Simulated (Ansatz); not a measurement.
# CsBr: do energies and stresses tell the same story?

Theory: DFT r2SCAN, scalar-relativistic, plane waves, PAW (Ansatz 0.2.0).

Settings: cutoff 500 eV, Γ-centred mesh 6×6×6 on the computed 2-atom cell, Gaussian smearing of 0.02 eV; no spin polarisation.

Relaxed cell: Pm-3m, a = 4.323 Å, b = 4.323 Å, c = 4.323 Å, α = 90.00°, β = 90.00°, γ = 90.00°, 2 atoms in the primitive cell.

Energies at zero smearing and pressures from the stress tensor, at volumes with shape and atoms relaxed:
| V (Å³/atom) | E − E(first) (meV/atom) | P (GPa) |
| --- | --- | --- |
| 37.961 | 0.00 | 1.136 |
| 39.172 | -6.19 | 0.522 |
| 40.384 | -8.15 | 0.012 |
| 41.595 | -6.59 | -0.412 |
| 42.807 | -2.11 | -0.763 |

Check P = −dE/dV between neighbouring volumes, and get the bulk modulus from the pressures alone.

With 1 eV/Å³ = 160.2 GPa:
```tsv
middle V (Å³/atom)	−ΔE/ΔV (GPa)	mean P (GPa)
38.566	0.819	0.829
39.778	0.259	0.267
40.990	-0.206	-0.200
42.201	-0.592	-0.587
```

The two differ by 0.009 GPa at most. The mean of two end pressures misses the average over a step by about ΔV² P″/12, up to 0.009 GPa here; with that taken off 0.000 GPa remains. Around V = 40.384 Å³/atom, the two neighbours give B = −V ΔP/ΔV = 40.384 × 0.933 / 2.423 = 15.6 GPa, against B0 = 15.4 GPa from the Birch–Murnaghan fit of the energies.